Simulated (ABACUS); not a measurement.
The system is Tc.

```xyz
2
Lattice="2.7400 0.0000 0.0000 -1.3700 2.3729 0.0000 0.0000 0.0000 4.3980" Properties=species:S:1:pos:R:3 pbc="T T T"
Tc    1.3286    0.7833    3.2768
Tc    0.0228    1.5797    1.1502
```

The cell isn't the ideal one: atoms moved at random, drawn with an rms of 0.05 Å.

Base run:

| Quantity | Value |
| --- | --- |
| Program | ABACUS 3.10.1 |
| Functional | PBE |
| Potentials or basis | PseudoDojo NC SR 0.4.1 PBE standard |
| Cutoff | 1143 eV |
| Density cutoff | 4572 eV |
| Basis | plane waves |
| k mesh | 11 × 11 × 6 |
| Occupations | fermi-dirac, width 0.05 eV |
| Spin | no spin polarisation |

Its results: band gap on the k mesh none (metal or under the smearing width); pressure 4.0 GPa; largest force 0.264 eV/Å.

**Question.** The run is repeated on the same cell with these changes: cutoff from 1143 eV to 1361 eV; density cutoff from 4572 eV to 5442 eV; basis from plane waves to DZP LCAO (the cutoffs set its grid). What comes out?

**Answer.** Band gap on the k mesh none (metal or under the smearing width); pressure 6.0 GPa; largest force 0.280 eV/Å.

Caveats: the atomic orbitals were generated for these runs and aren't a published set (some runs); the basis of atomic orbitals isn't converged, which shifts pressures, moduli and gaps (some runs).
